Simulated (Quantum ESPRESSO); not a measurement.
Pt, 1 atom in the cell. It takes space group Fm-3m (No. 225, cubic). Conventional cell: a = 3.922 Å, b = 3.922 Å, c = 3.922 Å, α = 90.00°, β = 90.00°, γ = 90.00°. Around Pt (site symmetry m-3m) lie 12 Pt at 2.77 Å. 

```yaml
Program: Quantum ESPRESSO 7.5
Task: phonons
Functional: revPBE
Potentials_or_basis: GBRV 1.5 PBE
Cutoff: 612 eV
Density_cutoff: 4898 eV
k_mesh: 10 × 10 × 10
Occupations: cold, width 0.2 eV
Spin: no spin polarisation
Mixing_beta: 0.5
Most_SCF_iterations: 120
SCF_threshold: 2e-10 Ry
```

Potentials or basis: GBRV 1.5 PBE.

Command:

```console
$ OMP_NUM_THREADS=1 pw.x -in pw.in > pw.out
$ OMP_NUM_THREADS=1 pw.x -in relax.in > relax.out
$ OMP_NUM_THREADS=1 pw.x -in scf2.in > scf2.out
$ OMP_NUM_THREADS=1 ph.x -in ph.in > ph.out
```

Hardware: 1 thread of Arm Neoverse V1 (shared host).

Task: Estimate the wall time of this run.

Result: Wall time 4.2 min on 1 thread of Arm Neoverse V1 (shared host), peak memory 0.1 GiB. Counts: scf iterations 49, k pools 1, bands 14, ion steps 5, k points 47, g dense 11791.
